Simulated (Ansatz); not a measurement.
Runs of Ansatz 0.2.0 on Al2O3. The structure is hexagonal, space group P-6m2 (No. 187). Conventional cell: a = 2.884 Å, b = 2.884 Å, c = 9.337 Å, α = 90.00°, β = 90.00°, γ = 120.00°. Al (site symmetry 3m) has 3 O at 1.80 Å as nearest neighbours. Around O (site symmetry 3m) lie 3 Al at 1.80 Å. O (site symmetry -6m2) has 6 Al at 2.18 Å as nearest neighbours. Measurements of this composition are mostly on another form, of space group No. 167.

```tsv
cell	target pressure (GPa)	gap on the mesh (eV)	pressure (GPa)
relaxed	0	5.66	0.0
relaxed to 5 GPa	5	5.59	5.0
relaxed to 2 GPa	2	5.58	2.0
relaxed to 30 GPa	30	(b)	30.0
relaxed to 20 GPa	20	5.79	20.0
relaxed to 10 GPa	10	(a)	10.0
```

Alike in all rows: task relaxation of cell and atoms; level r2SCAN; potentials or basis Ansatz PAW; no spin polarisation; k mesh 11 × 11 × 3; cutoff (eV) 500; smearing fermi-dirac 0.05 eV.

Problem. Fill in the values left out.

Solution. (a) 5.64; (b) 5.94.

Caveats: odd divisions of the mesh miss points on the zone boundary, where band edges often lie, so the gap on the mesh can be too wide; the plane-wave basis is chosen anew once the cell has moved, so the energies of steps on either side of that aren't comparable; the PAW data sets come from PBE, with cores solved anew for the run's functional, which leaves a small shift of forces and pressure.

A k mesh can miss the band edges.
